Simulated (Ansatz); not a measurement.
Crystal: Ti.

```
Ti
1.0
     4.56737    0.00000    0.00000
    -2.28369    3.95546    0.00000
     0.00000    0.00000    2.82624
Ti
3
Direct
  0.66667 0.33333 0.50000
  0.33333 0.66667 0.50000
  0.00000 0.00000 0.00000
```

This isn't the form of Ti at room conditions, which is hcp.

| Quantity | Value |
| --- | --- |
| Program | Ansatz 0.2.0 |
| Task | single point |
| Functional | PBEsol |
| Potentials or basis | Ansatz PAW |
| Cutoff | 420 eV (not typed: the program's choice for these potentials) |
| k mesh | 7 × 7 × 9 |
| Occupations | fermi-dirac, width 0.05 eV |
| Spin | no spin polarisation |

On this cell: pressure -3.7 GPa; largest force under 0.003 eV/Å; band gap on the k mesh none (metal or under the smearing width).

The same run follows on a disturbed copy (atoms moved at random, drawn with an rms of 0.05 Å):

```
CELL_PARAMETERS angstrom
4.56737 0.00000 0.00000
-2.28369 3.95546 0.00000
0.00000 0.00000 2.82624
ATOMIC_POSITIONS crystal
Ti 0.66700 0.33369 0.50435
Ti 0.33980 0.67128 0.48012
Ti 0.00626 0.00534 0.00325
```

Question: What does the disturbed cell give?

Answer: The energy (extrapolated to zero smearing) moves by +2.5 meV/atom; pressure -3.7 GPa; largest force 0.202 eV/Å; band gap on the k mesh none (metal or under the smearing width).

Forces on the atoms (eV/Å):
```
Ti   0.061  0.063 -0.023
Ti  -0.043 -0.037  0.194
Ti  -0.018 -0.027 -0.171
```

Stress tensor (GPa, compression positive):
```
-3.74  0.03  0.00
 0.03 -3.77  0.01
 0.00  0.01 -3.58
```

Caveats: the PAW data sets come from PBE, with cores solved anew for the run's functional, which leaves a small shift of forces and pressure.
